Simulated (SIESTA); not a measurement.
## HfC under changes of volume

One of the cells (12.819 Å³/atom); the others are scaled copies at fixed shape and fractional positions:

```
Hf C
1.0
     0.00000    2.34040    2.34040
     2.34040    0.00000    2.34040
     2.34040    2.34040    0.00000
Hf C
1 1
Direct
  0.50000 0.50000 0.50000
  0.00000 0.00000 0.00000
```

| Property | Result |
| --- | --- |
| Program | SIESTA 5.4.2 |
| Functional | PBEsol |
| Potentials or basis | PseudoDojo 0.4 standard (PBEsol files) |
| Basis | DZP (energy shift 0.003 Ry; two zetas on semicore shells) |
| Grid cutoff | 800 Ry |
| Energy shift | 0.003 Ry |
| k mesh | 10 × 10 × 10 |
| Occupations | fermi-dirac, width 0.05 eV |
| Spin | no spin polarisation |

| volume (Å³/atom) | energy over the lowest point (meV/atom) | pressure (GPa) |
| --- | --- | --- |
| 11.814 | 22.10 | 12.9 |
| 12.065 | 6.55 | 7.0 |
| 12.317 | 0.00 | 1.5 |
| 12.819 | 11.03 | -8.1 |
| 13.071 | 27.12 | -12.3 |
| 13.322 | ? | ? |

Question: What does the run at 13.322 Å³/atom give?

Answer: Energy over the lowest point 49.43 meV/atom; pressure -16.1 GPa.

Worked out: A Birch-Murnaghan fit of order 3 (a polynomial in V^(-2/3)) to the other rows has its minimum at 12.39 Å³/atom with B0 = V·E''(V) = 252 GPa and B' = 3.8. It gives 49.35 meV/atom at 13.322 Å³/atom, against the run's 49.43, and -dE/dV = -16.0 GPa, against -16.1.

Energies are extrapolated to zero smearing.

Caveats: short orbitals over semicore shells can move pressures by several GPa; the basis of atomic orbitals isn't converged, which shifts pressures, moduli and gaps.
